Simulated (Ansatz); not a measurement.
GeO2 (rutile, space group No. 136), DFT-LDA in the program Ansatz with PAW potentials. The conduction-band minimum lies at Γ, with 1 equivalent valley. Second derivatives d²E/dk² of the lowest band at one valley (eV·Å²), along Cartesian directions:

| direction | d²E/dk² |
|---|---|
| [100] | 27.68 |
| [010] | 27.68 |
| [001] | 34.00 |
| [110] | 27.68 |
| [101] | 30.84 |
| [011] | 30.84 |

Find the principal effective masses, the density-of-states mass and the conductivity mass.

Off-diagonal terms follow from H_xy = H[110] − (H_xx + H_yy)/2, and m*/mₑ = 7.620 eV·Å² over each eigenvalue: 0.22, 0.28, 0.28. One valley's DOS mass (m₁m₂m₃)^(1/3) = 0.26, conductivity mass 3/(Σ 1/mᵢ) = 0.26 mₑ.

What effective density of states Nc follows at 300 K for parabolic valleys?

Nc = 2.509e19 × 1 × (0.26)^(3/2) ≈ 3.3e18 cm⁻³.

With the computed static dielectric constant 13.2 (mean of the diagonal), estimate a hydrogenic donor's binding energy and radius.

E = 13.606 eV × 0.26/13.2² ≈ 20 meV; a = 0.529 Å × ε/m* ≈ 27 Å. Semilocal masses tend to be too small where the gap is.

Space group P4_2/mnm (rutile). Symmetry was held in the LDA relaxation; phonons on a q-mesh show no instability. Spin–orbit coupling is left out wherever it is not named.

Potentials: the later of the program's two PAW sets.
